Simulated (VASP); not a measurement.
# CrO2 (P4_2/mnm) in VASP: density of states with PBE

Aim: the density of states of CrO2 with PBE.

All numbers are computed with VASP 6.6.1; they aren't measurements. Logs are shortened: lines on timing, memory, paths and dates and some standing lists are left out, and cuts for length are marked.

## 1. Starting point

Symmetry: P4_2/mnm, No. 136, tetragonal system. Conventional cell: a = 4.489 Å, b = 4.489 Å, c = 2.962 Å, α = 90.00°, β = 90.00°, γ = 90.00°. Cr (site symmetry mmm) is surrounded by 6 O at 1.91 to 1.95 Å. O (site symmetry m2m) is surrounded by 3 Cr at 1.91 to 1.95 Å.

## 2. Density of states, PBE

File POSCAR:

```
CrO2
1.0
    4.4886110000      0.0000000000      0.0000000000
    0.0000000000      4.4886110000      0.0000000000
    0.0000000000      0.0000000000      2.9616100000
Cr O
2 4
Direct
    0.0000000000      0.0000000000      0.0000000000
    0.5000000000      0.5000000000      0.5000000000
    0.3010000000      0.3010000000      0.0000000000
    0.1990000000      0.8010000000      0.5000000000
    0.6990000000      0.6990000000      0.0000000000
    0.8010000000      0.1990000000      0.5000000000
```

File INCAR.step1:

```
SYSTEM = CrO2
ALGO     = Fast           ! electronic algorithm
EDIFF    = 1E-6           ! SCF threshold, eV
ENCUT    = 520            ! plane-wave cutoff, eV
GGA      = PE             ! functional
ISIF     = 2              ! what is computed and relaxed
ISMEAR   = -1             ! smearing method
LASPH    = .True.         ! aspherical terms in the spheres
LCHARG   = .True.         ! write CHGCAR
LMAXMIX  = 4              ! l up to which the mixer works
LREAL    = .False.        ! projectors in reciprocal space
LWAVE    = .False.        ! write WAVECAR
NBANDS   = 33             ! bands
NELM     = 100            ! most SCF steps
PREC     = Accurate       ! precision mode
SIGMA    = 0.1            ! smearing width, eV
```

File KPOINTS.step1:

```
k-points
0
Gamma
  8 8 11
  0 0 0
```

File INCAR.step2:

```
SYSTEM = CrO2
ALGO     = Fast           ! electronic algorithm
EDIFF    = 1E-6           ! SCF threshold, eV
ENCUT    = 520            ! plane-wave cutoff, eV
GGA      = PE             ! functional
ICHARG   = 11             ! starting density
ISIF     = 2              ! what is computed and relaxed
ISMEAR   = -5             ! smearing method
LASPH    = .True.         ! aspherical terms in the spheres
LCHARG   = .False.        ! write CHGCAR
LMAXMIX  = 4              ! l up to which the mixer works
LORBIT   = 11             ! projections on sites
LREAL    = .False.        ! projectors in reciprocal space
LWAVE    = .False.        ! write WAVECAR
NEDOS    = 1001           ! points of the DOS
NELM     = 100            ! most SCF steps
PREC     = Accurate       ! precision mode
SIGMA    = 0.1            ! smearing width, eV
```

File KPOINTS.step2:

```
k-points
0
Gamma
  12 12 17
  0 0 0
```

Potentials or basis: VASP PAW PBE potentials, release 64 (Cr_pv, O).

Launch:

```sh
> cat potpaw_PBE.64/Cr_pv/POTCAR potpaw_PBE.64/O/POTCAR > POTCAR
> cp INCAR.step1 INCAR
> cp KPOINTS.step1 KPOINTS
> mpirun -np 1 vasp_std > vasp.out
> cp INCAR.step2 INCAR
> cp KPOINTS.step2 KPOINTS
> mpirun -np 1 vasp_std > vasp.out
```

OUTCAR:

```text
SYSTEM = CrO2
   EDIFF = 1E-6
   ENCUT = 520
   GGA = PE
   ICHARG = 11
   ISIF = 2
   ISMEAR = -5
   LASPH = .True.
   LORBIT = 11
   LREAL = .False.
   NELM = 100
   PREC = Accurate

 ion  position               nearest neighbor table
   1  0.000  0.000  0.000-   3 1.91   5 1.91   4 1.95   6 1.95   4 1.95   6 1.95
   2  0.500  0.500  0.500-   4 1.91   6 1.91   5 1.95   3 1.95   3 1.95   5 1.95
   3  0.301  0.301  0.000-   1 1.91   2 1.95   2 1.95
   4  0.199  0.801  0.500-   2 1.91   1 1.95   1 1.95
   5  0.699  0.699  0.000-   1 1.91   2 1.95   2 1.95
   6  0.801  0.199  0.500-   2 1.91   1 1.95   1 1.95

  LATTYP: Found a simple tetragonal cell.
 ALAT       =     4.4886110000
 C/A-ratio  =     0.6598054498

  Lattice vectors:

 A1 = (   4.4886110000,   0.0000000000,   0.0000000000)
 A2 = (   0.0000000000,   4.4886110000,   0.0000000000)
 A3 = (   0.0000000000,   0.0000000000,   2.9616100000)

Analysis of symmetry for initial positions (statically):
=====================================================================
 Subroutine PRICEL returns:
 Original cell was already a primitive cell.

 Routine SETGRP: Setting up the symmetry group for a
 simple tetragonal supercell.

 Subroutine GETGRP returns: Found 16 space group operations
 (whereof  8 operations were pure point group operations)
 out of a pool of 16 trial point group operations.

The static configuration has the point symmetry D_2h.
 The point group associated with its full space group is D_4h.

Analysis of symmetry for dynamics (positions and initial velocities):
=====================================================================
 Subroutine PRICEL returns:
 Original cell was already a primitive cell.

 Routine SETGRP: Setting up the symmetry group for a
 simple tetragonal supercell.

 Subroutine GETGRP returns: Found 16 space group operations
 (whereof  8 operations were pure point group operations)
 out of a pool of 16 trial point group operations.

The dynamic configuration has the point symmetry D_2h.
 The point group associated with its full space group is D_4h.

 Subroutine INISYM returns: Found 16 space group operations
 (whereof  8 operations are pure point group operations),
 and found     1 'primitive' translations

----------------------------------------------------------------------------------------

                                     Primitive cell

  volume of cell :      59.6694

  direct lattice vectors                    reciprocal lattice vectors
     4.488611000  0.000000000  0.000000000     0.222786069  0.000000000  0.000000000
     0.000000000  4.488611000  0.000000000     0.000000000  0.222786069  0.000000000
     0.000000000  0.000000000  2.961610000     0.000000000  0.000000000  0.337654181

  length of vectors
     4.488611000  4.488611000  2.961610000     0.222786069  0.222786069  0.337654181

  position of ions in fractional coordinates (direct lattice)
     0.000000000  0.000000000  0.000000000
     0.500000000  0.500000000  0.500000000
     0.301000000  0.301000000  0.000000000
     0.199000000  0.801000000  0.500000000
     0.699000000  0.699000000  0.000000000
     0.801000000  0.199000000  0.500000000

  ion indices of the primitive-cell ions
   primitive index   ion index
                 1           1
                 2           2
                 3           3
                 4           4
                 5           5
                 6           6

----------------------------------------------------------------------------------------

 KPOINTS: k-points

Automatic generation of k-mesh.
 Grid dimensions read from file:
 generate k-points for:   12   12   17

 Generating k-lattice:

  Cartesian coordinates                     Fractional coordinates (reciprocal lattice)
     0.018565506  0.000000000  0.000000000     0.083333333  0.000000000  0.000000000
     0.000000000  0.018565506  0.000000000     0.000000000  0.083333333  0.000000000
     0.000000000  0.000000000  0.019862011     0.000000000  0.000000000  0.058823529

  Length of vectors
     0.018565506  0.018565506  0.019862011

  Shift w.r.t. Gamma in fractional coordinates (k-lattice)
     0.000000000  0.000000000  0.000000000

 TETIRR: Found   3678 inequivalent tetrahedra from    14688

 Subroutine IBZKPT returns following result:
 ===========================================

 Found    252 irreducible k-points:

 Following reciprocal coordinates:
            Coordinates               Weight
  0.000000  0.000000  0.000000      1.000000
  0.083333  0.000000  0.000000      4.000000
  0.166667  0.000000  0.000000      4.000000
  0.250000  0.000000  0.000000      4.000000
  0.333333  0.000000  0.000000      4.000000
  0.416667  0.000000  0.000000      4.000000
[... 16 lines left out ...]
  0.333333  0.333333  0.000000      4.000000
  0.416667  0.333333  0.000000      8.000000
 [... further k-points ...]
   k-points           NKPTS =    252   k-points in BZ     NKDIM =    252   number of bands    NBANDS=     28
   number of dos      NEDOS =   1001   number of ions     NIONS =      6
   total plane-waves  NPLWV =  31104
   dimension x,y,z NGX =    36 NGY =   36 NGZ =   24
   dimension x,y,z NGXF=    72 NGYF=   72 NGZF=   48
   ions per type =               2   4
   NGX,Y,Z   is equivalent  to a cutoff of  13.33, 13.33, 13.47 a.u.
   NGXF,Y,Z  is equivalent  to a cutoff of  26.67, 26.67, 26.94 a.u.
 SYSTEM =  CrO2
   PREC   = accura    normal or accurate (medium, high low for compatibility)
   ISTART =      0    job   : 0-new  1-cont  2-samecut
   ICHARG =     11    charge: 1-file 2-atom 10-const
   ISPIN  =      1    spin polarized calculation?
   LNONCOLLINEAR =      F non collinear calculations
   LSORBIT =      F    spin-orbit coupling
   LASPH  =      T    aspherical Exc in radial PAW
   ENCUT  =  520.0 eV  38.22 Ry    6.18 a.u.   8.35  8.35  5.51*2*pi/ulx,y,z
   NELM   =    100;   NELMIN=  2; NELMDL=  0     # of ELM steps
   EDIFF  = 0.1E-05   stopping-criterion for ELM
   LREAL  =      F    real-space projection
   EDIFFG = 0.1E-04   stopping-criterion for IOM
   NSW    =      0    number of steps for IOM
   IBRION =     -1    ionic relax: 0-MD 1-quasi-New 2-CG
   NFREE  =      0    steps in history (QN), initial steepest desc. (CG)
   ISIF   =      2    stress and relaxation
   ISYM   =      2    0-nonsym 1-usesym 2-fastsym
   POTIM  = 0.5000    time-step for ionic-motion
   TEBEG  =    0.0;   TEEND  =   0.0 temperature during run
   PSTRESS=    0.0 pullay stress
   NELECT =      48.0000    total number of electrons
   NUPDOWN=      -1.0000    fix difference up-down
   EMIN   =  10.00;   EMAX   =-10.00  energy-range for DOS
   EFERMI =   0.00;   METHOD = LEGACY
   ISMEAR =    -5;   SIGMA  =   0.10  broadening in eV -4-tet -1-fermi 0-gaus
   EFERMI_NEDOS =   21; number of points for ismear=-14 and -15
   IALGO  =     68    algorithm
   IMIX   =      4    mixing-type and parameters
     AMIX     =   0.40;   BMIX     =  1.00
     AMIX_MAG =   1.60;   BMIX_MAG =  1.00
  volume/ion in A,a.u.               =       9.94        67.11
  Fermi-wavevector in a.u.,A,eV,Ry     =   1.522549  2.877201 31.540424  2.318156
  Thomas-Fermi vector in A             =   2.631113
   LORBIT       =     11    0 simple, 1 ext, 2 COOP (PROOUT), +10 PAW based schemes
   GGA     = PE    functional components
   LHFCALC =     F    Hartree Fock is set to
   AEXX    =    0.0000 exact exchange contribution
   IVDW    =     0    specifies the selected vdW correction
   LEPSILON=     F    determine dielectric tensor
   LRPA    =     F    only Hartree local field effects (RPA)
 non-spin polarized calculation
 RMM-DIIS sequential band-by-band and
 Fermi weights with tetrahedron method with Bloechl corrections
  energy-cutoff  :      520.00
  volume of cell :       59.67
 maximum number of plane-waves:      1635
 NGX is ok and might be reduce to    36

 number of electron      48.0000006 magnetization

 Free energy of the ion-electron system (eV)
  ---------------------------------------------------
  ext. energy  EPLUGINS =         0.00000000
  ---------------------------------------------------
  free energy    TOTEN  =       -48.93843504 eV

  energy without entropy =      -48.93843504  energy(sigma->0) =      -48.93843504

 E-fermi :   5.3584     XC(G=0): -11.6906

 val. band max:        5.3795311462   @ k =   0.5000   0.3333   0.2941
 cond. band min:       5.3195583270   @ k =   0.5000   0.2500   0.0000
 fundamental gap:     -0.0599728193
 Fermi energy:         5.3583714379

 k-point     1 :       0.0000    0.0000    0.0000
  band No.  band energies     occupation
      1     -38.7738      2.00000
      2     -38.7738      2.00000
      3     -38.7629      2.00000
      4     -38.7506      2.00000
      5     -38.7034      2.00000
      6     -38.7034      2.00000
[... 20 lines left out ...]
     27       4.9870      2.00000
     28       6.8030      0.00000

 k-point     2 :       0.0833    0.0000    0.0000
  band No.  band energies     occupation
      1     -38.7734      2.00000
      2     -38.7734      2.00000
      3     -38.7627      2.00000
      4     -38.7508      2.00000
      5     -38.7039      2.00000
      6     -38.7039      2.00000
[... 674 lines left out ...]
 k-point    24 :       0.4167    0.3333    0.0000
  band No.  band energies     occupation
      1     -38.7755      2.00000
      2     -38.7721      2.00000
      3     -38.7575      2.00000
      4     -38.7559      2.00000
      5     -38.7061      2.00000
      6     -38.7027      2.00000
[... 20 lines left out ...]
     27       6.3503      0.00000
     28       6.5437      0.00000

 [... further k-points ...]

------------------------ aborting loop because EDIFF is reached ----------------------------------------

  FORCE on cell =-STRESS in cart. coord.  units (eV):
  Direction    XX          YY          ZZ          XY          YZ          ZX
  --------------------------------------------------------------------------------------
  -------------------------------------------------------------------------------------
  Total       -3.9175404     -3.9175404    -10.7127927     -0.0000000      0.0000000      0.0000000
  in kB     -105.1894690   -105.1894690   -287.6480788     -0.0000000      0.0000000      0.0000000
  external PRESSURE =    -166.0090056 kB  Pullay stress =       0.0000000 kB

 VOLUME and BASIS-vectors are now :
 -----------------------------------------------------------------------------
  energy-cutoff  :      520.00
  volume of cell :       59.67
      direct lattice vectors                 reciprocal lattice vectors
     4.488611000  0.000000000  0.000000000     0.222786069  0.000000000  0.000000000
     0.000000000  4.488611000  0.000000000     0.000000000  0.222786069  0.000000000
     0.000000000  0.000000000  2.961610000     0.000000000  0.000000000  0.337654181

 POSITION                                       TOTAL-FORCE (eV/Angst)
 -----------------------------------------------------------------------------------
      0.00000      0.00000      0.00000        -0.000000      0.000000      0.000000
      2.24431      2.24431      1.48080        -0.000000      0.000000      0.000000
      1.35107      1.35107      0.00000        -0.155807     -0.155807      0.000000
      0.89323      3.59538      1.48080         0.155807     -0.155807      0.000000
      3.13754      3.13754      0.00000         0.155807      0.155807     -0.000000
      3.59538      0.89323      1.48080        -0.155807      0.155807     -0.000000
 -----------------------------------------------------------------------------------
    total drift:                                0.000000      0.000000      0.000000

  FREE ENERGIE OF THE ION-ELECTRON SYSTEM (eV)
  ---------------------------------------------------
  free  energy   TOTEN  =       -48.9384350386 eV

  energy  without entropy=      -48.9384350386  energy(sigma->0) =      -48.93843504

 total charge

# of ion       s       p       d       tot
------------------------------------------
    1        0.347   6.411   3.999  10.757
    2        0.347   6.411   3.999  10.757
    3        1.572   3.419   0.000   4.991
    4        1.572   3.419   0.000   4.991
    5        1.572   3.419   0.000   4.991
    6        1.572   3.419   0.000   4.991
--------------------------------------------------
tot          6.981  26.498   7.998  41.477
```

Wall time 3.9 min (1 thread of Intel Xeon 6975P-C (Granite Rapids), shared host); peak memory 0.42 GiB.

What came out:

```
Valence electrons inside the program's atomic spheres : Cr 10.76; O 4.99
```

States per cell in windows of 1 eV (zero at the Fermi level; states under -8 eV left out):
```
from (eV)  total  Cr1_d  Cr2_d  O3_p  O4_p  O5_p  O6_p
     -8.0   0.14   0.01   0.01  0.02  0.02  0.02  0.02
     -7.0   4.13   0.42   0.42  0.50  0.50  0.50  0.50
     -6.0   5.07   0.69   0.69  0.62  0.62  0.62  0.62
     -5.0   4.53   0.40   0.40  0.62  0.62  0.62  0.62
     -4.0   5.12   0.39   0.39  0.75  0.75  0.75  0.75
     -3.0   4.16   0.27   0.27  0.66  0.66  0.66  0.66
     -2.0   1.09   0.03   0.03  0.20  0.20  0.20  0.20
     -1.0   4.11   1.72   1.72  0.08  0.08  0.08  0.08
      0.0   6.36   2.51   2.51  0.22  0.22  0.22  0.22
      1.0   1.85   0.67   0.67  0.10  0.10  0.10  0.10
      2.0   0.00   0.00   0.00  0.00  0.00  0.00  0.00
      3.0   0.00   0.00   0.00  0.00  0.00  0.00  0.00
      4.0   0.00   0.00   0.00  0.00  0.00  0.00  0.00
```

Caveat: the run has no spin polarisation, though such a crystal can be magnetic; semilocal functionals often make such compounds metallic where correlation or magnetic order opens a gap, which also shifts bond lengths; tetrahedron occupations give inexact forces and stress in metals. Spin polarisation is off, so any magnetic state and its effect on volume and gap are missing.
